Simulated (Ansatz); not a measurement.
Crystal: Ti.

```
CELL_PARAMETERS angstrom
2.95000 0.00000 0.00000
-1.47500 2.55477 0.00000
0.00000 0.00000 4.68000
ATOMIC_POSITIONS crystal
Ti 0.66667 0.33333 0.75000
Ti 0.33333 0.66667 0.25000
```

Base run:

```yaml
Program: Ansatz 0.2.0
Functional: PBE
Potentials_or_basis: all-electron LAPW, scalar-relativistic
Cutoff: 220 eV
Density_cutoff: 881 eV
Basis_error_allowed: 0.001 eV/atom
k_mesh: 10 × 10 × 6
Occupations: fermi-dirac, width 0.05 eV
Spin: no spin polarisation
```

Its results: pressure -1.5 GPa.

**Question.** The run is repeated on the same cell with these changes: functional from PBE to LDA. What comes out?

**Answer.** Pressure -9.8 GPa.

LDA binds more tightly than PBE, so the same cell stands under less pressure.

Not every run made on this cell is shown here.
